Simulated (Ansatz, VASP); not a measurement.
# CdS: VASP beside Ansatz

INCAR

```
SYSTEM = CdS
PREC = Accurate
ENCUT = 520
EDIFF = 1E-6
ISMEAR = 0
SIGMA = 0.03
LREAL = .False.
LASPH = .True.
NELM = 60
ALGO = Normal
ISIF = 2
LWAVE = .False.
LCHARG = .False.
GGA = PE
NBANDS = 16
```

The input KPOINTS:

```
regular mesh
0
Gamma
  10 10 10
  0 0 0
```

The input POSCAR:

```
CdS
1.0
    0.0000000000      2.6155818000      2.8909062000
    2.6155818000      0.0000000000      2.8909062000
    2.6155818000      2.6155818000      0.0000000000
Cd S
1 1
Direct
    0.0000000000      0.0000000000      0.0000000000
    0.5000000000      0.5000000000      0.5000000000
```

Input for Ansatz:

```yaml
crystal:
  lattice:
    - [0.0, 2.6155818, 2.8909062]
    - [2.6155818, 0.0, 2.8909062]
    - [2.6155818, 2.6155818, 0.0]
  atoms:
    - { symbol: Cd, position: [0.0, 0.0, 0.0] }
    - { symbol: S, position: [0.5, 0.5, 0.5] }
basis:
  ecutwfc: 420
kpoints:
  mp_grid: { grid: [10, 10, 10] }
hamiltonian:
  xc: pbe
scf:
  occupations: { method: gaussian, width: 0.03 }
output:
  forces: true
  stress: true
  eigenvalues: true
```

Change from the starting cell: strain -0.050 along x and y, +0.050 along z, atoms carried along.

Alike in both runs: task single point; functional PBE; k mesh 10 × 10 × 10; occupations gaussian, width 0.03 eV; no spin polarisation.

|  | VASP | Ansatz |
| --- | --- | --- |
| version | VASP 6.6.1 | Ansatz 0.2.0 |
| potentials or method | VASP PAW PBE potentials, release 64 (Cd, S) | scalar-relativistic, plane waves, PAW |
| plane-wave cutoff (eV) | 520 | 420 |
| valence electrons in the cell | 18 | 26 |

Ansatz gave:

| Quantity | Value |
| --- | --- |
| gap on the k mesh at the Fermi level (eV) | none |
| pressure (GPa) | 5.4 |
| largest component of the traceless stress (GPa) | 5.96 |

What did VASP give for the same quantities?

gap on the k mesh at the Fermi level (eV): none; pressure (GPa): 5.9; largest component of the traceless stress (GPa): 6.22.

A gap of «none» marks a metal or a gap that the smearing closes. The two sets of potentials don't hold the same shells in valence.
